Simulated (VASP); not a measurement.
Write the native input for VASP 6.6.1 that does the following.

```
Task                   : single point
Functional             : PBE
Potentials or basis    : VASP PAW PBE potentials, release 64 (B, N)
Cutoff                 : 520 eV
k mesh                 : 9 × 9 × 4
Occupations            : gaussian, width 0.1 eV
Spin                   : no spin polarisation
Dipole correction      : no
Further INCAR settings : ALGO = Normal; EDIFF = 1e-07; NBANDS = 16
```

The structure of BN lies in POSCAR:

```
BN
1.0
    2.8139119458      0.0000000000      0.0000000000
   -1.4069559729      2.4369192290      0.0000000000
    0.0000000000      0.0000000000      4.5026178007
B N
2 2
Direct
    0.3333333333      0.6666666667      0.0000000000
    0.6666666667      0.3333333333      0.5000000000
    0.3333333333      0.6666666667      0.3850000000
    0.6666666667      0.3333333333      0.8850000000
```

Measurements of this composition are mostly on another form, of space group No. 194.

The cell isn't the ideal one: Al replaced by B, lengths x 0.884, strained and moved within the space group.

The input as run:

INCAR

```
  PREC = Accurate
  ENCUT = 520
  EDIFF = 1E-7
  ISMEAR = 0
  SIGMA = 0.1
  LREAL = F
  LASPH = T
  NELM = 100
  ALGO = Normal
  ISIF = 2
  LWAVE = F
  LCHARG = T
  GGA = PE
  LELF = T
  LVHAR = T
  NBANDS = 16
```

KPOINTS

```
regular mesh
0
Gamma
  9 9 4
```

Potentials or basis: VASP PAW PBE potentials, release 64 (B, N).

Command:

```bash
$ cat potpaw_PBE.64/B/POTCAR potpaw_PBE.64/N/POTCAR > POTCAR
$ mpirun -np 1 vasp_std > vasp.out
```

It gave:

| Property | Result |
| --- | --- |
| Pressure | -58.7 GPa |
| Largest force | 0.698 eV/Å |
| Band gap on the k mesh | 5.19 eV, indirect (least direct gap 5.72 eV) |

Caveat: the cell as given lies far from equilibrium; so large a pressure means that the cell lies far from this level's equilibrium, or that cutoff or potentials fall short; an odd mesh through Γ misses points on the zone boundary, where band edges often lie.

Run time: 7.6 s on 1 thread of Intel(R) Xeon(R) 6975P-C (Granite Rapids), with other jobs on the host, peak memory 0.15 GiB.
